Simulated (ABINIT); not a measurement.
Runs of ABINIT 10.8.3 (patched build) on BaZrO3. The structure is cubic, space group Pm-3m (No. 221). Conventional cell: a = 4.191 Å, b = 4.191 Å, c = 4.191 Å, α = 90.00°, β = 90.00°, γ = 90.00°. Around Ba (site symmetry m-3m) lie 12 O at 2.96 Å. Zr (site symmetry m-3m) is surrounded by 6 O at 2.10 Å. O (site symmetry 4/mmm) has 2 Zr at 2.10 Å as nearest neighbours. 

```tsv
task	level	k mesh	cutoff (eV)	fine-grid cutoff	mesh quality	gap on the mesh (eV)	pressure (GPa)
band structure	SOGGA	6 × 6 × 6	626	1224.51 eV	not flagged	3.09	(a)
single point	r2SCAN	2 × 2 × 2	762	1360.57 eV	coarse	3.51	3.5
band structure	PBE	6 × 6 × 6	626	1224.51 eV	not flagged	3.20	(b)
single point	PBE	2 × 2 × 2	626	1224.51 eV	coarse	2.99	6.2
band structure	revPBE	6 × 6 × 6	626	1224.51 eV	not flagged	3.23	7.0
```

Alike in all rows: potentials or basis JTH PAW PBE v2.0; no spin polarisation; cell as given; smearing fermi-dirac 0.05 eV.

Question: Fill in the values left out.

Answer: (a) -1.7; (b) 4.4.

Caveats: some runs use coarse meshes; this set's barium file shifts pressures by 1.5 GPa and gaps by 0.1 eV against other sets; spin-orbit coupling is left out, which moves the levels of the heavy elements; the PAW data sets were made with another functional, which shifts forces and pressure a little (some runs).

A k mesh can miss the band edges, and the runs leave out spin-orbit coupling on Ba, Zr.
